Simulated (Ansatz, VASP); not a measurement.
One calculation of B, two programs

The input INCAR:

```
SYSTEM = B
ALGO = Normal
EDIFF = 1E-7
ENCUT = 520
GGA = PE
ISIF = 2
ISMEAR = -1
LASPH = .True.
LCHARG = .False.
LREAL = .False.
LWAVE = .False.
NBANDS = 10
NELM = 100
PREC = Accurate
SIGMA = 0.05
```

KPOINTS

```
k-points
0
Gamma
  16 9 7
  0 0 0
```

POSCAR

```
B
1.0
    1.6564222068      0.0000000000      0.0000000000
    0.0000000000      2.9223632910      0.0000000000
    0.0000000000      0.0000000000      3.9911724321
B
2
Direct
    0.0000000000      0.5000000000      0.6092600000
    0.5000000000      0.0000000000      0.3907400000
```

File input.yaml:

```yaml
crystal:
  lattice:
    - [1.6564222068, 0.0, 0.0]
    - [0.0, 2.922363291, 0.0]
    - [0.0, 0.0, 3.9911724321]
  atoms:
    - { symbol: B, position: [0.0, 0.5, 0.60926] }
    - { symbol: B, position: [0.5, 0.0, 0.39074] }
hamiltonian:
  xc: pbe
  pseudopotentials: { kind: paw }
kpoints:
  mp_grid: { grid: [16, 9, 7] }
scf:
  occupations: { method: fermi_dirac, width: 0.05 }
output:
  forces: true
  stress: true
  eigenvalues: true
```

Change from the starting cell: volume scaled by 1.06.

Alike in both runs: task single point; functional PBE; k mesh 16 × 9 × 7; occupations fermi-dirac, width 0.05 eV; no spin polarisation.

|  | VASP | Ansatz |
| --- | --- | --- |
| version | VASP 6.6.1 | Ansatz 0.2.0 |
| potentials or method | VASP PAW PBE potentials, release 64 (B) | Ansatz PAW |
| plane-wave cutoff (eV) | 520 | 420 |
| valence electrons in the cell | 6 | 6 |

VASP gave:

```
gap on the k mesh at the Fermi level (eV)       : none
pressure (GPa)                                  : -9.2
largest component of the traceless stress (GPa) : 10.12
rms of the force components (eV/Å)              : 0.113
```

Task: What did Ansatz give for the same quantities?

Result: gap on the k mesh at the Fermi level (eV): none; pressure (GPa): -9.2; largest component of the traceless stress (GPa): 10.17; rms of the force components (eV/Å): 0.111.

Atom by atom the forces differ by 0.001 eV/Å (rms over components). A gap of «none» marks a metal or a gap that the smearing closes. With one functional, cell and mesh, what is left measures potentials, basis and numerics.

Caveats: this functional lacks dispersion, which binds the layers, so the pressure and a relaxed spacing across them are unreliable.
